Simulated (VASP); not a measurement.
**Pt: vibrations by finite differences with PBE+D3(BJ)**

Pt:

```xyz
1
Lattice="0.0000 1.9629 1.9629 1.9629 0.0000 1.9629 1.9629 1.9629 0.0000" Properties=species:S:1:pos:R:3 pbc="T T T"
Pt    0.0000    0.0000    0.0000
```

```json
{
  "Program": "VASP 6.6.1",
  "Task": "vibrations by finite differences",
  "Functional": "PBE",
  "Dispersion": "D3(BJ)",
  "Potentials or basis": "VASP PAW PBE potentials, release 64 (Pt)",
  "Cutoff": "520 eV",
  "k mesh": "18 × 18 × 18",
  "Occupations": "gaussian, width 0.1 eV",
  "Spin": "no spin polarisation",
  "Ions in elastic constants": "relaxed",
  "Further INCAR settings": "ALGO = Normal; EDIFF = 1e-08; NBANDS = 11; IBRION = 6; POTIM = 0.015; NSW = 1; ISIF = 3"
}
```

```yaml
Elastic_constants_C11_C12_C44: 342, 246, 74 GPa
Voigt_bulk_modulus: 278 GPa
Dispersion_energy_per_atom: -0.777 eV
```

Elastic tensor in Voigt notation (GPa, in the Cartesian axes of the cell as first typed):
```
342 246 246   0   0   0
246 342 246   0   0   0
246 246 342   0   0   0
  0   0   0  74   0   0
  0   0   0   0  74   0
  0   0   0   0   0  74
```

Clamped-ion elastic tensor (GPa):
```
342 246 246   0   0   0
246 342 246   0   0   0
246 246 342   0   0   0
  0   0   0  74   0   0
  0   0   0   0  74   0
  0   0   0   0   0  74
```

Wall time 10 min on 1 thread of Intel(R) Xeon(R) Platinum 8488C (Sapphire Rapids), with other jobs on the host, peak memory 0.57 GiB.

Caveat: elastic constants of metals need much finer meshes, so these are rough; pairwise dispersion overbinds metals, which lowers pressure and volume. The run has no spin-orbit coupling, so splittings on Pt are missing.
